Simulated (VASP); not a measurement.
CdF2: single point with PBE

CdF2:

```
CELL_PARAMETERS angstrom
-2.68376 -0.01199 2.75575
2.67034 0.00781 2.74233
0.01979 5.31173 -0.00418
ATOMIC_POSITIONS crystal
Cd 0.00051 0.96479 0.99789
Cd 0.49156 0.44888 0.45236
F 0.96687 0.49861 0.28230
F 0.43648 0.99394 0.72972
F 0.00974 0.46702 0.72024
F 0.58603 0.94953 0.22810
```

The cell was built by a generator and needn't be a form met in nature.

```yaml
Program: VASP 6.6.1
Task: single point
Functional: PBE
Potentials_or_basis: VASP PAW PBE potentials, release 64 (Cd, F)
Cutoff: 520 eV
k_mesh: 4 × 4 × 3
Occupations: fermi-dirac, width 0.05 eV
Spin: no spin polarisation
```

| Quantity | Value |
| --- | --- |
| Pressure | 13.0 GPa |
| Largest force | 3.145 eV/Å |
| Band gap on the k mesh | 2.46 eV, indirect (least direct gap 2.55 eV) |

Forces in eV/Å, atoms in the order of the input:
```
Cd  -0.818 -2.276  1.143
Cd   0.791  2.322 -0.671
F   -2.175 -2.022  1.037
F   -1.050  0.068  0.184
F    0.759  1.371 -0.298
F    2.494  0.537 -1.394
```

Stress tensor (GPa, compression positive):
```
16.93  2.01 -3.60
 2.01 11.52 -5.30
-3.60 -5.30 10.56
```

Levels at points of the mesh, in eV from the valence-band top:
```tsv
k point	band 22	band 23	band 24	band 25	band 26	band 27	band 28	band 29	band 30	band 31
(0.00, 0.00, 0.00)	-1.01	-0.67	-0.46	-0.36	-0.09	2.46	7.69	8.62	11.22	11.95
(0.50, 0.00, 0.00)	-1.66	-0.92	-0.77	-0.50	-0.40	5.91	6.59	9.54	10.59	11.89
(0.00, 0.50, 0.00)	-1.42	-0.96	-0.59	-0.38	-0.34	5.68	6.18	9.20	10.32	10.90
(0.50, 0.50, 0.00)	-0.89	-0.63	-0.26	-0.13	-0.02	6.98	7.96	8.69	8.79	10.73
```

Run time: 54 s on 1 thread of Intel(R) Xeon(R) Platinum 8488C (Sapphire Rapids), with other jobs on the host, peak memory 0.2 GiB.

Caveat: an odd mesh through Γ misses points on the zone boundary, where band edges often lie; forces of over 1 eV/Å show positions far from the minimum, so gaps and moduli don't describe the material at rest. Expect the measured gap to be larger: semilocal functionals such as PBE lack the derivative discontinuity.
